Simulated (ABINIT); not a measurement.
An input for ABINIT 10.8.3 (BN (P6_3/mmc)):

```
acell 3*1.0 Angstrom
rprim 
  2.498240000029 -0.000000000007 0.000000000000
  -1.249120000009 2.163539304779 0.000000000000
  0.000000000000 0.000000000000 6.635700000000
ntypat 2
znucl 5 7
natom 4
typat 1 1 2 2
xred 
  0.333333333333 0.666666666667 0.250000000000
  0.666666666667 0.333333333333 0.750000000000
  0.333333333333 0.666666666667 0.750000000000
  0.666666666667 0.333333333333 0.250000000000
pp_dirpath "pseudos"
pseudos "B.upf, N.upf"
ecut 36
ngkpt 3 3 2
nshiftk 1
shiftk 0 0 0
kptopt 1
chksymbreak 0
irdden 1
istwfk *1
nband 74
prtvol 0
optdriver 6
gwr_task "HDIAGO"
paral_kgb 0
occopt 1
indata_prefix "in"
outdata_prefix "out"
tmpdata_prefix "tmp"
```

The database entry behind the starting cell differs from later determinations by our own check (about 0.3 % short, minor phase), so it need not match the best structure at ambient conditions.

```sh
OMP_NUM_THREADS=1 mpirun -n 4 abinit run.abi > log
```

Question: Estimate wall time and host memory on 4 MPI ranks of Arm Neoverse V2, shared host.

It took 21 s; on shared hardware allow 11 s to 42 s. Peak host memory was 1.6 GiB.

[Paths, hosts, dates, memory and timing lines, banners, echoed tables and standing remarks are left out of the program output.]

[Logs are printed without paths, hosts, clocks, repeated set-up lines and the standing remarks that a program may print on its own settings, such as how far it seeks lower states.]

[Runs of the session that timed out or met a known fault of the program may be left out.]

[Hosts, paths, dates, database ids (printed as entryN), source tags and the programs' standing remarks are cut or masked in the printed files.]

[G0W0 gaps are taken among the corrected bands and points alone; a level outside them can change the order at an edge.]

[Where Ansatz stands beside ABINIT at settings called matched, ABINIT's density can come from a denser mesh and the files from another edition; pairs whose starting gaps differed by over 0.03 eV were left out, so agreement reads better than it is.]
